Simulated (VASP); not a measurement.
Computed with LDA (Ceperley-Alder, Perdew-Zunger), VASP's LDA PAW potentials (set 64) (plane waves; VASP).

VASP ran on this input.

**INCAR**
```
SYSTEM=Li3N
PREC=Accurate; ENCUT=520; LREAL=F
LASPH=T
EDIFF=1E-7; NELM=100; ALGO=Normal
ISMEAR=-5
ISIF=2
LWAVE=F; LCHARG=T; LORBIT=11
NEDOS=601
LEFG=T
```

**POSCAR**
```
Li3N
1
    1.7734605326    -3.0717240004     0.0000000000
    1.7734605326     3.0717240004     0.0000000000
    0.0000000000     0.0000000000     3.7883347364
Li N
3 1
Direct
  0.3333330000   0.6666670000   0.0000000000
  0.6666670000   0.3333330000   0.0000000000
  0.0000000000   0.0000000000   0.5000000000
  0.0000000000   0.0000000000   0.0000000000
```

File KPOINTS:
```
kpoints
0
Gamma
8 8 7
0 0 0
```

POTCAR, in this order: Li_sv N (LDA.64 set). Program: vasp_std.

The run wrote:

File OUTCAR:
```
 ion  position               nearest neighbor table
   1  0.333  0.667  0.000-   2 2.05   2 2.05   4 2.05   4 2.05   4 2.05   2 2.05
   2  0.667  0.333  0.000-   1 2.05   1 2.05   4 2.05   4 2.05   4 2.05   1 2.05
   3  0.000  0.000  0.500-   4 1.89   4 1.89
   4  0.000  0.000  0.000-   3 1.89   3 1.89   1 2.05   2 2.05   2 2.05   1 2.05   2 2.05   1 2.05
  LATTYP: Found a hexagonal cell.
 ALAT       =     3.5469212841
 C/A-ratio  =     1.0680628165
 Subroutine PRICEL returns:
 Original cell was already a primitive cell.
 Subroutine GETGRP returns: Found 24 space group operations
The static configuration has the point symmetry D_6h.
The dynamic configuration has the point symmetry D_6h.
 Subroutine INISYM returns: Found 24 space group operations
 Subroutine IBZKPT returns following result:
 Found     40 irreducible k-points:

 Following reciprocal coordinates:
            Coordinates               Weight
  0.000000  0.000000  0.000000      1.000000
  0.125000  0.000000  0.000000      6.000000
  0.250000  0.000000  0.000000      6.000000
  0.375000 -0.000000  0.000000      6.000000
  0.500000  0.000000  0.000000      3.000000
  0.125000  0.125000  0.000000      6.000000
  0.250000  0.125000  0.000000     12.000000
  0.375000  0.125000  0.000000     12.000000
  0.250000  0.250000  0.000000      6.000000
  0.375000  0.250000  0.000000      6.000000
  0.000000  0.000000  0.142857      2.000000
  0.125000  0.000000  0.142857     12.000000
  0.250000  0.000000  0.142857     12.000000
  0.375000 -0.000000  0.142857     12.000000
  0.500000  0.000000  0.142857      6.000000
  0.125000  0.125000  0.142857     12.000000
  0.250000  0.125000  0.142857     24.000000
  0.375000  0.125000  0.142857     24.000000
  0.250000  0.250000  0.142857     12.000000
  0.375000  0.250000  0.142857     12.000000
  0.000000  0.000000  0.285714      2.000000
...
```

### OSZICAR
```
       N       E                     dE             d eps       ncg     rms          rms(c)
DAV:   1     0.565938193789E+02    0.56594E+02   -0.69278E+03   880   0.134E+03
DAV:   2    -0.134559995341E+02   -0.70050E+02   -0.66362E+02  1182   0.250E+02
DAV:   3    -0.208598201603E+02   -0.74038E+01   -0.73678E+01  1345   0.764E+01
DAV:   4    -0.215380451513E+02   -0.67822E+00   -0.67719E+00  1398   0.188E+01
DAV:   5    -0.215476887033E+02   -0.96436E-02   -0.96431E-02  1188   0.260E+00    0.978E+00
DAV:   6    -0.175359271323E+02    0.40118E+01   -0.24816E+01   948   0.235E+01    0.446E+00
DAV:   7    -0.173448178181E+02    0.19111E+00   -0.15928E+00  1181   0.768E+00    0.226E+00
DAV:   8    -0.172361830296E+02    0.10863E+00   -0.44509E-01  1038   0.488E+00    0.101E+00
DAV:   9    -0.172270484344E+02    0.91346E-02   -0.58264E-02  1036   0.163E+00    0.302E-01
DAV:  10    -0.172276223414E+02   -0.57391E-03   -0.51962E-03  1098   0.439E-01    0.856E-02
DAV:  11    -0.172273671610E+02    0.25518E-03   -0.19636E-03  1156   0.195E-01    0.268E-02
DAV:  12    -0.172273661935E+02    0.96755E-06   -0.17334E-04  1075   0.706E-02    0.138E-02
DAV:  13    -0.172273611156E+02    0.50779E-05   -0.26623E-05  1154   0.270E-02    0.159E-03
DAV:  14    -0.172273611520E+02   -0.36372E-07   -0.80286E-07  1213   0.691E-03
   1 F= -.17227361E+02 E0= -.17227361E+02  d E =0.000000E+00
```

### OUTCAR
```
------------------------ aborting loop because EDIFF is reached ----------------------------------------
  FORCE on cell =-STRESS in cart. coord.  units (eV):
  Direction    XX          YY          ZZ          XY          YZ          ZX
  --------------------------------------------------------------------------------------
  Total       -0.0559852     -0.0559852     -0.0329020      0.0000000     -0.0000000      0.0000000
  in kB       -2.1732099     -2.1732102     -1.2771775      0.0000000     -0.0000000      0.0000000
  external PRESSURE =      -1.8745325 kB  Pullay stress =       0.0000000 kB
  volume of cell :       41.27
      direct lattice vectors                 reciprocal lattice vectors
     1.773460533 -3.071724000  0.000000000     0.281934664 -0.162775041  0.000000000
     1.773460533  3.071724000  0.000000000     0.281934664  0.162775041  0.000000000
     0.000000000  0.000000000  3.788334736     0.000000000  0.000000000  0.263968226
 POSITION                                       TOTAL-FORCE (eV/Angst)
 -----------------------------------------------------------------------------------
      1.77346      1.02391      0.00000         0.000000     -0.000000      0.000000
      1.77346     -1.02391      0.00000        -0.000000      0.000000      0.000000
      0.00000      0.00000      1.89417        -0.000000      0.000000      0.000000
      0.00000      0.00000      0.00000        -0.000000      0.000000      0.000000
 -----------------------------------------------------------------------------------
    total drift:                                0.000000     -0.000000      0.000000
  FREE ENERGIE OF THE ION-ELECTRON SYSTEM (eV)
  ---------------------------------------------------
  free  energy   TOTEN  =       -17.2273611520 eV

  energy  without entropy=      -17.2273611520  energy(sigma->0) =      -17.22736115

 total charge

# of ion       s       p       d       tot
------------------------------------------
    1        2.046   0.123   0.000   2.169
    2        2.046   0.123   0.000   2.169
    3        2.047   0.111   0.000   2.158
    4        1.211   2.397   0.000   3.608
--------------------------------------------------
tot          7.349   2.754   0.000  10.103

 Electric field gradients after diagonalization (V/A^2)
 (convention: |V_zz| > |V_xx| > |V_yy|)
----------------------------------------------------------------------
 ion       V_xx      V_yy      V_zz     asymmetry (V_yy - V_xx)/ V_zz
----------------------------------------------------------------------
   1      -1.022    -1.017     2.039       0.003
   2      -1.022    -1.017     2.039       0.003
   3       2.083     2.077    -4.160       0.001
   4      -6.627    -6.627    13.254       0.000
```
(Selected blocks of OUTCAR.)

The compound is Li3N in the alpha structure. It was relaxed first, which changed the volume by -8 %.
